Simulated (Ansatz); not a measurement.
## Phases of Ga at 19 GPa

Structure types of Ga are relaxed in primitive cells with their symmetry kept at 19 GPa, first on PAW files, then by LAPW. The enthalpy is E + pV at zero temperature, without zero-point motion. Only the types listed were tried, and differences under about 5 meV/atom are mesh noise. Not among the end structures: fcc, which may lie lower.

Computed with Ansatz 0.2.0; functional PBE, scalar-relativistic. Settings: Fermi–Dirac smearing of 0.08 eV, no spin polarisation. Methods: LAPW: all electrons, basis error target 0.5 meV/atom; PAW: frozen-core files, cutoff 420 eV.

k meshes: bcc 17×17×17, hcp 16×16×9, sc 15×15×15, simple hexagonal 16×16×15, diamond 13×13×13.

Question: Order the types by LAPW enthalpy, lowest first.
A. simple hexagonal
B. hcp
C. diamond
D. sc
E. bcc

Answer: B (0 meV/atom), E (31 meV/atom), A (57 meV/atom), D (160 meV/atom), C (841 meV/atom).

```tsv
start type	ends as	a, b, c (Å)	V (Å³/atom)	H − H(lowest), LAPW (meV/atom)	same, PAW
bcc	bcc, Im-3m	3.130, 3.130, 3.130	15.33	30.6	30.6
hcp	hcp, P6_3/mmc	2.769, 2.769, 4.572	15.18	0.0	0.0
sc	sc, Pm-3m	2.516, 2.516, 2.516	15.94	159.6	159.7
simple hexagonal	simple hexagonal, P6/mmm	2.650, 2.650, 2.552	15.52	56.6	56.6
diamond	diamond, Fd-3m	5.366, 5.366, 5.366	19.31	840.6	841.1
```

Question: Split the lead of hcp over bcc into energy and pV.

Answer: For bcc less hcp: ΔE = +12.7 meV/atom, and p·ΔV = 19 GPa × +0.1511 Å³ × 6.242 meV/(GPa·Å³) = +17.9 meV/atom, together 30.6 meV/atom. hcp wins on both counts.
